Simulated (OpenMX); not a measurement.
The system is GaP.

```
CELL_PARAMETERS angstrom
0.00000 2.72525 2.72525
2.72525 0.00000 2.72525
2.72525 2.72525 0.00000
ATOMIC_POSITIONS crystal
Ga 0.00000 0.00000 0.00000
P 0.75000 0.75000 0.75000
```

Base run:

```yaml
Program: OpenMX 3.8.5
Functional: LDA
Potentials_or_basis: OpenMX 2013 LDA set, Ga7.0-s3p2d2f1, P7.0-s3p2d2f1, grid cutoff 500 Ry
k_mesh: 9 × 9 × 9
Occupations: fermi-dirac, width 0.05 eV
Spin: collinear spin, ferromagnetic start
Starting_moments: "[0.5, 0.0] μB"
```

Its results: band gap on the k mesh 1.50 eV, indirect (least direct gap 1.60 eV); pressure -1.9 GPa; net moment 0.00 μB per cell.

Question: The run is repeated on the same cell with these changes: functional from LDA to PBE; potentials or basis from OpenMX 2013 LDA set, Ga7.0-s3p2d2f1, P7.0-s3p2d2f1, grid cutoff 500 Ry to OpenMX 2013 PBE set, Ga7.0-s2p2d1, P7.0-s2p2d1, grid cutoff 500 Ry. What comes out?

Answer: Band gap on the k mesh 1.89 eV, indirect (least direct gap 1.97 eV); pressure 5.3 GPa; net moment 0.00 μB per cell.

Caveats: the basis of atomic orbitals isn't converged, which shifts pressures, moduli and gaps; an odd mesh through Γ misses points on the zone boundary, where band edges often lie (some runs).

Not every run made on this cell is shown here.
